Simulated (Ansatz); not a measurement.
This is a one-shot G0W0 calculation with the plane-wave code Ansatz on rocksalt MgO; the level of theory is G0W0@PBE with 42 empty bands, a screening cutoff of 100 eV and an 8×8×8 mesh. Cell and atoms come from a relaxation with r2SCAN.

Input (YAML):
```yaml
crystal:
  lattice:
    - [0.0, 2.1021674155, 2.1021674155]
    - [2.1021674155, 0.0, 2.1021674155]
    - [2.1021674155, 2.1021674155, 0.0]
  atoms:
    - { symbol: Mg, position: [0.0, 0.0, 0.0] }
    - { symbol: O, position: [0.5, 0.5, 0.5] }
kpoints:
  mp_grid: { grid: [8, 8, 8] }
hamiltonian:
  xc: pbe
scf:
  occupations: { method: fixed }
gw:
  n_empty_bands: 42
  ecut_chi: 100
  qp_bands: [v2, c2]
  qp_kpoints: band_edges
  screening: { model: contour_deformation }
```

Wall time 12 s on 1 × NVIDIA H100 80GB HBM3 with 2 threads of AMD EPYC 7R13 Processor (Zen 3), with other jobs on the host, load about 4.4 per core; peak host memory 1.3 GiB.

Main lines of the log:
```
Functional definition: PBE
Crystal: 2 atoms, lattice volume = 18.579 Å³
Basis set: ecut = 420 eV, 339 PW (Γ)
Bands: 12, of which v1, the nominal top of the filled ones, is band 8 counted from 1 (7 counted from 0)
Symmetry: 48 space group operations
Space group: Fm-3m (ITA 225)
k-points: 29 of 512
SCF 1 converged in 6 iterations: F = -2494.127702 eV  dr2 = 2.80e-10
SCF converged after 6 iterations
Free energy (F): -2494.127702 eV
Fermi energy:    8.203488 eV
--- Band table (eV; the first three rows and the last of 29) ---
  k-point 0: bands = […, -30.7937, -30.7937, -9.0767, 8.2035, 8.2035, 8.2035, 13.0004, 24.0570, 24.0570, 24.0570]
  k-point 1: bands = […, -30.7950, -30.7950, -8.9065, 7.2503, 8.0998, 8.0998, 13.9123, 22.3694, 24.4174, 24.4174]
  k-point 2: bands = […, -30.7982, -30.7982, -8.4653, 5.5416, 7.8612, 7.8612, 15.3582, 20.8271, 24.9259, 24.9259]
  k-point 28: bands = […, -30.8458, -30.8252, -7.4582, 5.2544, 5.2544, 6.4287, 19.9029, 19.9029, 20.4529, 23.8176]
--- G₀W₀: contour deformation, 6 samples at zero and on the imaginary axis and 4 off it, 512 q-points, 42 empty bands' worth ---
    ik  band        ε_KS         Σx   Σc(E_QP)       V_xc       Z   E_QP_lin       E_QP  E_QP is
     0     7      8.2035   -26.4429     4.3784   -20.9369  0.7942     7.0645     7.0758  root
     0     8      8.2035   -26.4429     4.3784   -20.9369  0.7942     7.0645     7.0758  root
     0     9     13.0004   -10.1207    -3.6060   -14.8432  0.8495    14.1237    14.1170  root
     0    10     24.0570    -3.7089    -4.7621    -9.5991  0.8356    25.1988    25.1850  root
     1     7      8.0998   -26.3384     4.4001   -20.7873  0.7938     6.9369     6.9489  root
     1     8      8.0998   -26.3384     4.4001   -20.7873  0.7938     6.9369     6.9489  root
     1     9     13.9123   -10.9196    -3.5463   -15.7010  0.8426    15.1562    15.1474  root
     1    10     22.3694    -4.0916    -4.7429    -9.9218  0.8328    23.4696    23.4567  root
     2     7      7.8612   -26.1085     4.4488   -20.4582  0.7927     6.6462     6.6597  root
     2     8      7.8612   -26.1085     4.4488   -20.4582  0.7927     6.6462     6.6597  root
     2     9     15.3582   -10.1934    -3.8385   -15.3680  0.8389    16.7062    16.6942  root
     2    10     20.8271    -6.1193    -4.6752   -12.1200  0.8267    22.1698    22.1525  root
     3     7      7.6368   -25.9058     4.4931   -20.1674  0.7917     6.3765     6.3915  root
     3     8      7.6368   -25.9058     4.4931   -20.1674  0.7917     6.3765     6.3915  root
     3     9     16.0653    -7.9617    -4.0463   -13.1764  0.8465    17.2430    17.2337  root
     3    10     20.6440    -9.3015    -4.8685   -15.9457  0.8057    22.4552    22.4196  root
     4     7      7.5473   -25.8289     4.5105   -20.0568  0.7913     6.2702     6.2857  root
     4     8      7.5473   -25.8289     4.5105   -20.0568  0.7913     6.2702     6.2857  root
     4     9     16.1568    -7.0609    -4.0743   -12.2029  0.8508    17.2321    17.2245  root
     4    10     20.8788   -10.6337    -5.0570   -17.6702  0.7950    22.9102    22.8583  root
     5     7      7.9715   -26.2267     4.4121   -20.6337  0.7936     6.7778     6.7906  root
     5     8      7.9715   -26.2267     4.4121   -20.6337  0.7936     6.7778     6.7906  root
     5     9     14.2084   -11.1539    -3.5519   -15.9903  0.8403    15.5028    15.4930  root
     5    10     21.8585    -3.4827    -4.6477    -9.1170  0.8395    22.8549    22.8452  root
     6     7      7.7170   -25.9177     4.4392   -20.2463  0.7927     6.4704     6.4849  root
     6     8      7.7230   -26.0153     4.4558   -20.3262  0.7926     6.4752     6.4896  root
     6     9     15.5054   -10.9853    -3.7992   -16.2142  0.8345    16.9493    16.9352  root
     6    10     20.5197    -4.4926    -4.5400   -10.1154  0.8393    21.6133    21.6025  root
    10     7      7.2141   -25.3820     4.4716   -19.5792  0.7914     5.8650     5.8828  root
    10     8      7.7850   -26.0294     4.4723   -20.3418  0.7922     6.5556     6.5697  root
    10     9     16.3183   -10.0200    -4.0024   -15.4432  0.8346    17.7540    17.7390  root
    10    10     20.3348    -6.6084    -4.6007   -12.5776  0.8265    21.7220    21.7033  root
    11     7      7.6791   -25.8803     4.4316   -20.2056  0.7929     6.4212     6.4360  root
    11     8      8.0187   -26.2500     4.4267   -20.6564  0.7932     6.8392     6.8517  root
    11     9     14.9915   -11.0872    -3.6961   -16.1566  0.8367    16.3771    16.3648  root
    11    10     21.1476    -4.5648    -4.6252   -10.3008  0.8353    22.2703    22.2584  root
  […]
```

The rows of the band table are 0: (0, 0, 0) = Γ, 1: (0, 0, 1/8), 2: (0, 0, 1/4), 28: (1/4, -1/2, -1/4).

The points are ik 0 = (0, 0, 0) (Γ), ik 1 = (0, 0, 1/8), ik 2 = (0, 0, 1/4), ik 3 = (0, 0, 3/8), ik 4 = (0, 0, -1/2), ik 5 = (0, 1/8, 1/8), ik 6 = (0, 1/8, 1/4), ik 10 = (0, 1/8, -1/4), ik 11 = (0, 1/8, -1/8), ik 17 = (0, 3/8, 3/8), ik 18 = (0, 3/8, -1/2), ik 20 = (0, -1/2, -1/2); band 8 is the last filled one.

The quasiparticle gap on this mesh is 7.04 eV (direct at Γ), against 4.80 eV from PBE: +2.24 eV. Renormalisation factors Z lie between 0.78 and 0.86. G0W0 values are finite-basis, finite-mesh values.

No spin polarisation and no zero-point or thermal motion.
